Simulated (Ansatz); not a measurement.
# TaSi2: the cost of one run

Program: Ansatz 0.2.0. Level of theory: DFT PBE, scalar-relativistic, plane waves, PAW. These are calculated values, not measurements.

3 further runs of the same task are left out: 1 that didn't finish, 2 set aside as unsound or not needed.

## (1) The starting structure

It takes space group P6_422 (No. 181, hexagonal). Conventional cell: a = 4.806 Å, b = 4.806 Å, c = 6.597 Å, α = 90.00°, β = 90.00°, γ = 120.00°. Ta (site symmetry 222) has 10 Si at 2.62 to 2.84 Å in its first shell of neighbours. Si (site symmetry 2) has 5 Si at 2.57 to 2.84 Å and 5 Ta at 2.62 to 2.84 Å in its first shell of neighbours.

As a file:

```
Ta Si
1.0
     4.80564    0.00000    0.00000
    -2.40282    4.16181    0.00000
     0.00000    0.00000    6.59717
Ta Si
3 6
Cartesian
  2.4028 0.0000 0.0000
  1.2014 2.0809 4.3981
  -1.2014 2.0809 2.1991
  0.0000 1.3227 0.0000
  3.6601 0.6614 4.3981
  1.2573 3.5004 2.1991
  2.4028 2.8391 0.0000
  -1.2573 3.5004 4.3981
  1.1455 0.6614 2.1991
```

It is the result of an earlier relaxation at this level (volume 14.66 Å³/atom; gap on the mesh: none (metal)).

## (2) The bulk in the cell of the plane

The input, input.yaml:

```yaml
crystal:
  lattice:
    - [4.8056401744, 0.0, 0.0]
    - [0.0, 6.5971690276, 0.0]
    - [2.4028200872, 0.0, 4.1618064725]
  atoms:
    - { symbol: Ta, position: [0.0, 0.0, 0.5] }
    - { symbol: Ta, position: [0.5, 0.3333333333, 0.5] }
    - { symbol: Ta, position: [0.5, 0.6666666667, 0.0] }
    - { symbol: Si, position: [0.6821708906, 0.0, 0.1589145547] }
    - { symbol: Si, position: [0.8410854453, 0.3333333333, 0.8410854453] }
    - { symbol: Si, position: [0.1589145547, 0.6666666667, 0.6821708906] }
    - { symbol: Si, position: [0.3178291094, 0.0, 0.8410854453] }
    - { symbol: Si, position: [0.1589145547, 0.3333333333, 0.1589145547] }
    - { symbol: Si, position: [0.8410854453, 0.6666666667, 0.3178291094] }
basis:
  ecutwfc: 420
kpoints:
  mp_grid: { grid: [7, 6, 8] }
hamiltonian:
  xc: pbe
scf:
  occupations: { method: gaussian, width: 0.1 }
output:
  forces: true
  stress: true
  eigenvalues: true
```

Command:

```console
ansatz run input.yaml --threads 4 --pin off --max-ram 10240MiB --backend cpu --events-out ev --progress --plain --runs-dir out
```

Q: Estimate wall time and peak memory on 4 threads of Intel Xeon Platinum 8259CL at 2.50GHz (Skylake/Cascade Lake), shared host.

About 12 s, with a peak of 0.79 GiB.
